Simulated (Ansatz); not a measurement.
# Meshes and cutoff for the phonons of CaSe (Fm-3m), part 2 of 4

Aim: how dense must the meshes and how high the cutoff be for the phonons of CaSe (Fm-3m)?

Ansatz 0.2.0; DFT PBE, scalar-relativistic, plane waves, PAW.

So far, highest frequency on the path or at a solved wavevector (cm⁻¹): step 3 (the dispersion) 253; step 4 (q mesh 2×2×2) 253. The relaxed cell has a = 5.958 Å (conventional setting).

The database entry behind the starting cell differs from later determinations by our own check (0.1 to 0.3 % short, probably kX units), so it need not match the best structure at ambient conditions.

## (6) Another q mesh, k-mesh 12×12×12, q mesh 6×6×6

The q mesh is changed to 6×6×6, to see how far the force constants must reach; the k mesh is 12×12×12, against 8×8×8 in the base run, so that the q mesh divides it.

The input, input.yaml:

```yaml
crystal:
  lattice:
    - [0.0, 2.9789659855, 2.9789659855]
    - [2.9789659855, 0.0, 2.9789659855]
    - [2.9789659855, 2.9789659855, 0.0]
  atoms:
    - { symbol: Ca, position: [0.0, 0.0, 0.0] }
    - { symbol: Se, position: [0.5, 0.5, 0.5] }
kpoints:
  mp_grid: { grid: [12, 12, 12] }
hamiltonian:
  xc: pbe
scf:
  occupations: { method: fixed }
output:
  eigenvalues: true
phonons:
  method: dfpt
  qmesh: [6, 6, 6]
  temperatures: { t_max: 1000, t_step: 50 }
  qpath:
    path:
      - [[0.0, 0.0, 0.0], [0.5, 0.0, 0.5], [0.625, 0.25, 0.625]]
      - [[0.375, 0.375, 0.75], [0.0, 0.0, 0.0], [0.5, 0.5, 0.5], [0.5, 0.25, 0.75], [0.5, 0.0, 0.5]]
    npoints: 10
  non_analytic_term:
    high_frequency_dielectric_tensor: [[5.6237, 0.0, 0.0], [0.0, 5.6237, 0.0], [0.0, 0.0, 5.6237]]
    born_effective_charges:
      - { species: Ca, tensor: [[2.3781, 0.0, 0.0], [0.0, 2.3781, 0.0], [0.0, 0.0, 2.3781]] }
      - { species: Se, tensor: [[-2.3781, 0.0, 0.0], [0.0, -2.3781, 0.0], [0.0, 0.0, -2.3781]] }
    source: "zone-centre run at this cell"
```

The run is started by

```
ansatz run input.yaml --threads 4 --pin off --max-ram 7168MiB --backend cpu --events-out ev --progress --plain --runs-dir out
```

Numbers of over 12 decimals in the logs are rounded to 6 here.

The program printed:

```text
[...]
Crystal: 2 atoms, lattice volume = 52.872 Å³
Basis set: ecut = 420 eV, 1037 PW (Γ), exchange–correlation on 60×60×60 points (8 copies of the dense FFT grid, shifted against one another)
Bands: 17, of which v1, the nominal top of the filled ones, is band 13 counted from 1 (12 counted from 0)
Symmetry: 48 space group operations
k-points: 72 of 1728
[...]
k-point 71: bands = [... 9 lower, -4.2592, 4.9012, 4.9012, 5.2077, 11.2148, 11.2148, 12.0196, 12.4833]
[...]
ASR residual: 5.718e-5 → 0.000e0 eV/Å²; symmetrization residual: 7.308e-6 eV/Å²
  ASR residual per site (eV/Å²): 1.23e-7 5.72e-5
  Γ frequencies (cm⁻¹): 0.00 0.00 0.00 169.22 169.22 169.22
--- Phonons (arbitrary-q DFPT): 16 irreducible q on the 6×6×6 mesh ---
[...]
interpolated dispersion: 63 rows × 6 modes
[...]
[key lines of the parts left out:]
SCF converged after 7 iterations
Free energy (F): -7290.003101 eV
Fermi energy:    6.830608 eV
```

Wall time 17 min (4 threads of Arm Neoverse V1, shared host); peak memory 3.4 GiB.

Frequencies (cm⁻¹) solved at each irreducible wavevector; negative means imaginary. Frequencies by wavevector, by row:

| q in reciprocal lattice units | star | mode 1 | mode 2 | mode 3 | mode 4 | mode 5 | mode 6 |
| --- | --- | --- | --- | --- | --- | --- | --- |
| 0 0 0 | 1 | 0 | 0 | 0 | 169.2 | 169.2 | 169.2 |
| 0 0 0.1667 | 8 | 49.6 | 49.6 | 73.8 | 166.4 | 166.4 | 251.9 |
| 0 0 0.3333 | 8 | 91.7 | 91.7 | 131 | 156.4 | 156.4 | 249.2 |
| 0 0 -0.5 | 4 | 114.3 | 114.3 | 145 | 145 | 153.8 | 246.8 |
| 0 0.1667 0.1667 | 6 | 45.6 | 45.6 | 92.2 | 171.1 | 171.1 | 229.7 |
| 0 0.1667 0.3333 | 24 | 73.8 | 83.4 | 129 | 161.6 | 168.2 | 224 |
| 0 0.1667 -0.5 | 24 | 103.7 | 120 | 131.8 | 155.4 | 164.3 | 225 |
| 0 0.1667 -0.3333 | 24 | 97.1 | 113.4 | 142.9 | 144.8 | 169.3 | 226.9 |
| 0 0.1667 -0.1667 | 12 | 66.1 | 83.8 | 112.6 | 156.6 | 173.3 | 237.5 |
| 0 0.3333 0.3333 | 6 | 73.1 | 73.1 | 143.3 | 173.8 | 173.8 | 182.2 |
| 0 0.3333 -0.5 | 24 | 88.4 | 101.6 | 125.7 | 169.1 | 176.9 | 190.5 |
| 0 0.3333 -0.3333 | 12 | 108.4 | 108.5 | 137.9 | 154.3 | 181.1 | 197.8 |
| 0 -0.5 -0.5 | 3 | 81.7 | 81.7 | 121.3 | 174.6 | 174.6 | 184.7 |
| 0.1667 0.3333 -0.5 | 24 | 89 | 108 | 132.7 | 161.2 | 176.6 | 203.7 |
| 0.1667 0.3333 -0.3333 | 24 | 108.6 | 111.5 | 132.1 | 161.6 | 175.7 | 199 |
| 0.1667 -0.5 -0.3333 | 12 | 96.6 | 115.1 | 116.9 | 175.9 | 177.7 | 182.7 |

The mean frequency is 143.7 cm⁻¹, +0.0 cm⁻¹ against the base run, whose k mesh differs too.

## (7) Comparing the runs

Times are for 4 threads of Arm Neoverse V1, shared host. The series side by side:

| no. | q mesh | k-mesh | mean frequency (cm⁻¹) | zero-point energy per atom (meV) | lowest frequency on the path (cm⁻¹) | time | memory (GiB) |
| --- | --- | --- | --- | --- | --- | --- | --- |
| 1 | 2×2×2 | 8×8×8 | 144 | 26.78 | 0 | 20 s | 0.64 |
| 2 | 3×3×3 | 9×9×9 | 143.6 | 26.7 | 0 | 67 s | 1.1 |
| 3 | 6×6×6 | 12×12×12 | 143.7 | 26.72 | 0 | 17 min | 3.4 |

The phonon density of states has structure finer than the step of the table below, so its rows give means over 5 cm⁻¹, whole bins alone (the curve runs from 1 to 253 cm⁻¹). Peaks (cm⁻¹: height): 2×2×2, 8×8×8 103.0: 0.0577, 111.0: 0.0851, 133.0: 0.0519, 177.0: 0.0714; 3×3×3, 9×9×9 115.0: 0.0990, 137.0: 0.0606, 173.0: 0.0852; 6×6×6, 12×12×12 115.0: 0.0893, 135.0: 0.0620, 171.0: 0.102, 185.0: 0.0289.

The runs together. Table of phonon density of states by wavenumber; means over each step; values in 1/cm⁻¹/cell:

| wavenumber (cm⁻¹) | 2×2×2, 8×8×8 | 3×3×3, 9×9×9 | 6×6×6, 12×12×12 |
| --- | --- | --- | --- |
| 5 | 2.4e-5 | 4.1e-5 | 2.7e-5 |
| 10 | 7.8e-5 | 1.5e-4 | 1.0e-4 |
| 15 | 1.8e-4 | 5.2e-4 | 2.7e-4 |
| 20 | 4.8e-4 | 9.0e-4 | 6.3e-4 |
| 25 | 7.5e-4 | 0.00147 | 9.5e-4 |
| 30 | 0.00114 | 0.00212 | 0.00152 |
| 35 | 0.00170 | 0.00288 | 0.00214 |
| 40 | 0.00226 | 0.00370 | 0.00290 |
| 45 | 0.00303 | 0.00474 | 0.00386 |
| 50 | 0.00401 | 0.00582 | 0.00506 |
| 55 | 0.00523 | 0.00722 | 0.00644 |
| 60 | 0.00671 | 0.00873 | 0.00829 |
| 65 | 0.00884 | 0.0107 | 0.0104 |
| 70 | 0.0116 | 0.0130 | 0.0135 |
| 75 | 0.0160 | 0.0162 | 0.0174 |
| 80 | 0.0256 | 0.0208 | 0.0243 |
| 85 | 0.0377 | 0.0293 | 0.0320 |
| 90 | 0.0415 | 0.0337 | 0.0349 |
| 95 | 0.0448 | 0.0372 | 0.0379 |
| 100 | 0.0509 | 0.0417 | 0.0418 |
| 105 | 0.0509 | 0.0501 | 0.0494 |
| 110 | 0.0730 | 0.0579 | 0.0511 |
| 115 | 0.0416 | 0.0750 | 0.0692 |
| 120 | 0.0243 | 0.0225 | 0.0306 |
| 125 | 0.0309 | 0.0224 | 0.0270 |
| 130 | 0.0409 | 0.0320 | 0.0406 |
| 135 | 0.0464 | 0.0459 | 0.0524 |
| 140 | 0.0301 | 0.0394 | 0.0292 |
| 145 | 0.0281 | 0.0234 | 0.0143 |
| 150 | 0.0378 | 0.0396 | 0.0292 |
| 155 | 0.0414 | 0.0486 | 0.0430 |
| 160 | 0.0455 | 0.0538 | 0.0541 |
| 165 | 0.0483 | 0.0605 | 0.0645 |
| 170 | 0.0504 | 0.0751 | 0.0881 |
| 175 | 0.0604 | 0.0811 | 0.0755 |
| 180 | 0.0551 | 0.0443 | 0.0375 |
| 185 | 0.0404 | 0.0131 | 0.0217 |
| 190 | 0.0191 | 0.0129 | 0.0168 |
| 195 | 0.0147 | 0.0131 | 0.0163 |
| 200 | 0.0143 | 0.0134 | 0.0156 |
| 205 | 0.0142 | 0.0133 | 0.0151 |
| 210 | 0.0144 | 0.0135 | 0.0144 |
| 215 | 0.0146 | 0.0135 | 0.0140 |
| 220 | 0.0148 | 0.0138 | 0.0137 |
| 225 | 0.0152 | 0.0140 | 0.0134 |
| 230 | 0.0155 | 0.0143 | 0.0134 |
| 235 | 0.0161 | 0.0148 | 0.0132 |
| 240 | 0.0165 | 0.0153 | 0.0134 |
| 245 | 0.0157 | 0.0149 | 0.0125 |
| 250 | 0.00655 | 0.00731 | 0.00616 |

The runs together, line C_V. Table of C_V by temperature; values in J/mol-atom/K:

| temperature (K) | 2×2×2, 8×8×8 | 3×3×3, 9×9×9 | 6×6×6, 12×12×12 |
| --- | --- | --- | --- |
| 0 | 0 | 0 | 0 |
| 50 | 8.21 | 8.21 | 8.18 |
| 100 | 17.5 | 17.6 | 17.6 |
| 150 | 21.1 | 21.1 | 21.1 |
| 200 | 22.7 | 22.7 | 22.7 |
| 250 | 23.4 | 23.5 | 23.5 |
| 300 | 23.9 | 23.9 | 23.9 |
| 350 | 24.2 | 24.2 | 24.2 |
| 400 | 24.3 | 24.3 | 24.3 |
| 450 | 24.5 | 24.5 | 24.5 |
| 500 | 24.6 | 24.6 | 24.6 |
| 550 | 24.6 | 24.6 | 24.6 |
| 600 | 24.7 | 24.7 | 24.7 |
| 650 | 24.7 | 24.7 | 24.7 |
| 700 | 24.7 | 24.7 | 24.7 |
| 750 | 24.8 | 24.8 | 24.8 |
| 800 | 24.8 | 24.8 | 24.8 |
| 850 | 24.8 | 24.8 | 24.8 |
| 900 | 24.8 | 24.8 | 24.8 |
| 950 | 24.8 | 24.8 | 24.8 |
| 1000 | 24.8 | 24.8 | 24.8 |

## (8) Another k mesh, k-mesh 2×2×2, q mesh 2×2×2

The k mesh is changed to 2×2×2 on a small fixed q mesh, to find the coarsest that serves.

input.yaml, the sections that differ from step 6:

```yaml
kpoints:
  mp_grid: { grid: [2, 2, 2] }
phonons:
  method: dfpt
  dielectric: true
  rigid_motions: translations
  qmesh: [2, 2, 2]
  temperatures: { t_max: 1000, t_step: 50 }
  qpath:
    path:
      - [[0.0, 0.0, 0.0], [0.5, 0.0, 0.5], [0.625, 0.25, 0.625]]
      - [[0.375, 0.375, 0.75], [0.0, 0.0, 0.0], [0.5, 0.5, 0.5], [0.5, 0.25, 0.75], [0.5, 0.0, 0.5]]
    npoints: 10
# crystal, hamiltonian, scf, output: as in step 6
```

The program printed:

```text
[...]
Crystal: 2 atoms, lattice volume = 52.872 Å³
Basis set: ecut = 420 eV, 1037 PW (Γ), exchange–correlation on 60×60×60 points (8 copies of the dense FFT grid, shifted against one another)
Bands: 17, of which v1, the nominal top of the filled ones, is band 13 counted from 1 (12 counted from 0)
Symmetry: 48 space group operations
k-points: 4 of 8 (irreducible under 8 space group operations)
[...]
SCF iter   1: F=—  HF=-7289.339451 eV  |F-HF|=—  |Δ(HF+E_count)|=         —  Δρ=7.75e-3  dr2=6.48e-2  ethr=1.77e-3  ⟨swp⟩=4.0  Hψ=325  notcnv=0  defer=2
[...]
SCF iter   8: F=-7289.323736 eV  HF=-7289.323736 eV  |F-HF|=0.00e0  |Δ(HF+E_count)|=  2.98e-10  Δρ=6.27e-8  dr2=1.09e-12  ethr=1.00e-12  ⟨swp⟩=8.2  Hψ=399  notcnv=0
SCF 1 converged in 8 iterations: F = -7289.323736 eV  dr2 = 1.09e-12
[...]
DFPT response loops at Γ: preconditioner auto → none (the input reference at scf.mixing.eps_inf says where Resta's filter doesn't serve); β = 0.50; Broyden in place of MSR1
── the response to a field inside a basis, on 4×4×4 k-points: an SCF that follows is theirs, and a resumed run solves both again ──
Bands: 14, of which v1, the nominal top of the filled ones, is band 13 counted from 1 (12 counted from 0)
k-points: 10 of 64 (irreducible under 12 space group operations)
[...]
Eigensolver: Dense (10 Hₖ)
SCF iter   1: F=—  HF=-7290.017785 eV  |F-HF|=—  |Δ(HF+E_count)|=         —  Δρ=8.60e-3  dr2=7.93e-2  ethr=1.00e-1
[...]
SCF iter   6: F=-7290.000265 eV  HF=-7290.000265 eV  |F-HF|=4.09e-8  |Δ(HF+E_count)|=   1.49e-6  Δρ=8.98e-6  dr2=2.21e-8  ethr=7.30e-9
SCF 1 converged in 6 iterations: F = -7290.000265 eV  dr2 = 2.21e-8
[...]
WARN: field response: ε∞ stands inside a basis, on 4×4×4 points; the force constants stand on the 2×2×2 k-mesh, whose period is 7.62 times the interband length at k = (0.0000, 0.0000, 0.0000), direct gap 3.157 eV, under 14: take them and everything formed from them as unconverged, and compare with a denser kpoints.mp_grid
[...]
SCF converged after 8 iterations
Free energy (F): -7289.323736 eV
[...]
Internal energy: -7289.323736 eV  (E = F + TS)
E sigma→0 (E₀):  -7289.323736 eV
Fermi energy:    7.066184 eV
[...]
--- Band table (eV) ---
  k-point 0: bands = [... 9 lower, -4.6141, 7.0662, 7.0662, 7.0662, 10.2229, 10.5510, 10.5510, 10.5510]
  k-point 1: bands = [... 9 lower, -3.9422, 3.7922, 5.8668, 5.8668, 11.4487, 12.2420, 12.2420, 12.2469]
  k-point 2: bands = [... 9 lower, -4.0409, 4.5432, 6.1257, 6.1257, 8.9623, 11.7991, 11.8672, 12.7311]
  k-point 3: bands = [... 9 lower, -4.0409, 4.5432, 6.1257, 6.1257, 8.9623, 11.7991, 11.8672, 12.7311]
--- Phonons (Γ-DFPT): 2 representative perturbations + reference, on 4 of 8 k-points (Σ response iterations 6) ---
  k mesh reduced under 8 symmetry operations, with k and −k counted as one. Each operation leaves every solved perturbation unchanged. A smaller set is not considered because the run solves the response to a homogeneous field
  ASR residual: 2.721e-6 → 0.000e0 eV/Å²; symmetrization residual: 9.302e-6 eV/Å²
  ASR residual per site (eV/Å²): 2.72e-6 9.03e-7
  Γ frequencies (cm⁻¹): 0.00 0.00 0.00 46.41 46.41 46.41
  ε∞ (high-frequency dielectric tensor):
        5.622530     0.000000     0.000000
        0.000000     5.622530     0.000000
        0.000000     0.000000     5.622530
  ε⁰ (static dielectric tensor: ions relaxed, cell fixed):
       97.018242     0.000000     0.000000
        0.000000    97.018242     0.000000
        0.000000     0.000000    97.018242
  ε⁰ − ε∞ (ionic part):
       91.395712     0.000000     0.000000
        0.000000    91.395712     0.000000
        0.000000     0.000000    91.395712
  softest optical mode at Γ: 46.41 cm⁻¹; the repairs (sum rule, projections) moved no ω² at Γ by more than (0.63 cm⁻¹)²
  Born effective charges Z* (e; rows j = field, columns β = displacement):
    site 0:
         2.37140    0.00000   -0.00000
        -0.00000    2.37140    0.00000
         0.00000   -0.00000    2.37140
    site 1:
        -2.37140   -0.00000    0.00000
         0.00000   -2.37140    0.00000
        -0.00000    0.00000   -2.37140
  Z* charge neutrality: 7.797e-3 e pre-enforcement
  solved inside a basis spanned on kpoints, on 4×4×4 k-points, its susceptibility summed on 8×8×8: ε∞ is read to err by 1.9e-2, Z* by 2.5e-2 e (field_mesh: kpoints solves on kpoints); Z* is corrected for what the basis lacks
  optical modes at Γ without the LO–TO term, one row a degenerate level:
      ω (cm⁻¹)  modes    IR ((D/Å)²/amu)
         46.41      3            14.6401
  optical modes at Γ + LO–TO along q̂ = [1.0000, 0.0000, 0.0000]:
      ω (cm⁻¹)  modes    IR ((D/Å)²/amu)
         46.41      2             9.7601
        192.79      1             4.8800
  optical modes at Γ + LO–TO along q̂ = [0.0000, 1.0000, 0.0000]:
      ω (cm⁻¹)  modes    IR ((D/Å)²/amu)
         46.41      2             9.7601
        192.79      1             4.8800
  optical modes at Γ + LO–TO along q̂ = [0.0000, 0.0000, 1.0000]:
      ω (cm⁻¹)  modes    IR ((D/Å)²/amu)
         46.41      2             9.7601
        192.79      1             4.8800
--- Phonons (arbitrary-q DFPT): 3 irreducible q on the 2×2×2 mesh ---
[...]
interpolated dispersion: 63 rows × 6 modes
[...]
zero-point energy: 0.041225 eV/cell   skipped modes (ω ≤ 0): 24, of them read as no rigid motion or as one in doubt: 21 (6.070e-2 modes/cell left out, lowest -41.08 cm⁻¹)   left out of the sums: 1.02e-2 of the cell's modes: C_V's classical limit lies that fraction below 3 k_B per atom; for a crystal, a wire or a layer, F and S can be off by more, and a phonons.interpolated_qmesh denser along its periods is the remedy for the sampling
```

Elapsed: 7.5 s, on 4 threads; peak memory 0.57 GiB.

The run finished; it serves as a test, and its numbers are not taken as the result.

## (9) Another k mesh, k-mesh 4×4×4, q mesh 2×2×2

The k mesh is changed to 4×4×4 on a small fixed q mesh, to find the coarsest that serves.

input.yaml, as its differences from that of step 8:

```diff
@@ -9,3 +9,3 @@
 kpoints:
-  mp_grid: { grid: [2, 2, 2] }
+  mp_grid: { grid: [4, 4, 4] }
 hamiltonian:
```

The program printed:

```text
[...]
Crystal: 2 atoms, lattice volume = 52.872 Å³
Basis set: ecut = 420 eV, 1037 PW (Γ), exchange–correlation on 60×60×60 points (8 copies of the dense FFT grid, shifted against one another)
Bands: 17, of which v1, the nominal top of the filled ones, is band 13 counted from 1 (12 counted from 0)
Symmetry: 48 space group operations
k-points: 13 of 64 (irreducible under 8 space group operations, time reversal used)
[...]
SCF iter   1: F=—  HF=-7289.987635 eV  |F-HF|=—  |Δ(HF+E_count)|=         —  Δρ=3.63e-4  dr2=5.21e-5  ethr=1.77e-3  ⟨swp⟩=4.5  Hψ=1075  notcnv=0  defer=9
[...]
SCF iter   9: F=-7289.987692 eV  HF=-7289.987692 eV  |F-HF|=3.64e-12  |Δ(HF+E_count)|=  6.73e-11  Δρ=2.95e-8  dr2=9.99e-13  ethr=1.00e-12  ⟨swp⟩=7.0  Hψ=1205  notcnv=0
SCF 1 converged in 9 iterations: F = -7289.987692 eV  dr2 = 9.99e-13
[...]
Bands: 14, of which v1, the nominal top of the filled ones, is band 13 counted from 1 (12 counted from 0)
k-points: 10 of 64 (irreducible under 12 space group operations)
[...]
Eigensolver: Dense (10 Hₖ)
SCF iter   1: F=—  HF=-7290.000739 eV  |F-HF|=—  |Δ(HF+E_count)|=         —  Δρ=4.39e-4  dr2=1.98e-4  ethr=1.00e-1
[...]
SCF iter   5: F=-7290.000697 eV  HF=-7290.000697 eV  |F-HF|=3.42e-9  |Δ(HF+E_count)|=   1.53e-7  Δρ=2.66e-6  dr2=4.27e-9  ethr=9.48e-10
SCF 1 converged in 5 iterations: F = -7290.000697 eV  dr2 = 4.27e-9
[...]
SCF converged after 9 iterations
Free energy (F): -7289.987692 eV
[...]
Internal energy: -7289.987692 eV  (E = F + TS)
E sigma→0 (E₀):  -7289.987692 eV
Fermi energy:    6.842019 eV
[...]
--- Band table (eV; the first three rows and the last of 13) ---
  k-point 0: bands = [... 9 lower, -4.8797, 6.8420, 6.8420, 6.8420, 10.0697, 10.5481, 10.5481, 10.5481]
  k-point 1: bands = [... 9 lower, -4.5709, 4.8859, 6.1715, 6.1715, 10.5448, 11.2526, 11.2526, 12.4401]
  k-point 2: bands = [... 9 lower, -4.2258, 3.6429, 5.6922, 5.6922, 11.3217, 12.2485, 12.2794, 12.2794]
  k-point 12: bands = [... 9 lower, -4.2446, 4.9098, 4.9098, 5.2163, 11.2163, 11.2163, 12.0193, 12.4817]
[...]
ASR residual: 2.075e-5 → 0.000e0 eV/Å²; symmetrization residual: 4.075e-6 eV/Å²
  ASR residual per site (eV/Å²): 2.07e-5 1.62e-5
  Γ frequencies (cm⁻¹): 0.00 0.00 0.00 165.76 165.76 165.76
  ε∞ (high-frequency dielectric tensor):
        5.620456     0.000000     0.000000
        0.000000     5.620456    -0.000000
        0.000000    -0.000000     5.620456
  ε⁰ (static dielectric tensor: ions relaxed, cell fixed):
       12.785548    -0.000000     0.000000
       -0.000000    12.785548     0.000000
        0.000000     0.000000    12.785548
  ε⁰ − ε∞ (ionic part):
        7.165092    -0.000000     0.000000
       -0.000000     7.165092     0.000000
        0.000000     0.000000     7.165092
[...]
Born effective charges Z* (e; rows j = field, columns β = displacement):
    site 0:
         2.37144   -0.00000   -0.00000
         0.00000    2.37144   -0.00000
         0.00000   -0.00000    2.37144
    site 1:
        -2.37144    0.00000    0.00000
        -0.00000   -2.37144    0.00000
        -0.00000    0.00000   -2.37144
  Z* charge neutrality: 7.363e-3 e pre-enforcement
[...]
optical modes at Γ without the LO–TO term, one row a degenerate level:
      ω (cm⁻¹)  modes    IR ((D/Å)²/amu)
        165.76      3            14.6406
  optical modes at Γ + LO–TO along q̂ = [1.0000, 0.0000, 0.0000]:
      ω (cm⁻¹)  modes    IR ((D/Å)²/amu)
        165.76      2             9.7604
        250.00      1             4.8802
  optical modes at Γ + LO–TO along q̂ = [0.0000, 1.0000, 0.0000]:
      ω (cm⁻¹)  modes    IR ((D/Å)²/amu)
        165.76      2             9.7604
        250.00      1             4.8802
  optical modes at Γ + LO–TO along q̂ = [0.0000, 0.0000, 1.0000]:
      ω (cm⁻¹)  modes    IR ((D/Å)²/amu)
        165.76      2             9.7604
        250.00      1             4.8802
--- Phonons (arbitrary-q DFPT): 3 irreducible q on the 2×2×2 mesh ---
[...]
interpolated dispersion: 63 rows × 6 modes
[...]
```

Elapsed: 11 s, on 4 threads; peak memory 0.47 GiB.

The run finished; it serves as a test, and its numbers are not taken as the result.

## (10) Another k mesh, k-mesh 6×6×6, q mesh 2×2×2

The k mesh is changed to 6×6×6 on a small fixed q mesh, to find the coarsest that serves.

input.yaml, as its differences from that of step 9:

```diff
@@ -9,3 +9,3 @@
 kpoints:
-  mp_grid: { grid: [4, 4, 4] }
+  mp_grid: { grid: [6, 6, 6] }
 hamiltonian:
```

The program printed:

```text
[...]
Crystal: 2 atoms, lattice volume = 52.872 Å³
Basis set: ecut = 420 eV, 1037 PW (Γ), exchange–correlation on 60×60×60 points (8 copies of the dense FFT grid, shifted against one another)
Bands: 17, of which v1, the nominal top of the filled ones, is band 13 counted from 1 (12 counted from 0)
Symmetry: 48 space group operations
k-points: 30 of 216 (irreducible under 8 space group operations, time reversal used)
[...]
optical modes at Γ + LO–TO along q̂ = [0.0000, 1.0000, 0.0000]:
      ω (cm⁻¹)  modes    IR ((D/Å)²/amu)
        168.92      2             9.8123
        252.44      1             4.9062
  optical modes at Γ + LO–TO along q̂ = [0.0000, 0.0000, 1.0000]:
      ω (cm⁻¹)  modes    IR ((D/Å)²/amu)
        168.92      2             9.8123
        252.44      1             4.9062
--- Phonons (arbitrary-q DFPT): 3 irreducible q on the 2×2×2 mesh ---
[...]
interpolated dispersion: 63 rows × 6 modes
[...]
[key lines of the parts left out:]
SCF converged after 8 iterations
Free energy (F): -7290.002251 eV
Fermi energy:    6.831590 eV
```

Elapsed: 17 s, on 4 threads; peak memory 0.51 GiB; 61 s of CPU time.

Frequencies (cm⁻¹) solved at each irreducible wavevector; negative means imaginary. Frequencies by wavevector, by row:

| q in reciprocal lattice units | star | mode 1 | mode 2 | mode 3 | mode 4 | mode 5 | mode 6 |
| --- | --- | --- | --- | --- | --- | --- | --- |
| 0 0 0 | 1 | 0 | 0 | 0 | 168.9 | 168.9 | 168.9 |
| 0 0 -0.5 | 4 | 114.2 | 114.2 | 144.9 | 144.9 | 153.8 | 246.8 |
| 0 -0.5 -0.5 | 3 | 81.5 | 81.5 | 121.3 | 174.3 | 174.3 | 184.6 |

The highest optical mode at the zone centre (no LO-TO term) is 168.9 cm⁻¹, -0.3 cm⁻¹ against the base run.

The log warns of the k mesh: “the force constants stand on the 6×6×6 k-mesh, whose period is 12.15 times the interband length at k = (0.0000, 0.0000, 0.0000), direct gap 3.232 eV, under 14: take them and everything formed from them as unconverged”.

(Continued in part 3 of 4.)

[Logs are printed without paths, hosts, clocks, repeated set-up lines and the standing remarks that a program may print on its own settings, such as how far it seeks lower states.]

[Hosts, paths, dates, database ids (printed as entryN), source tags and the programs' standing remarks are cut or masked in the printed files.]
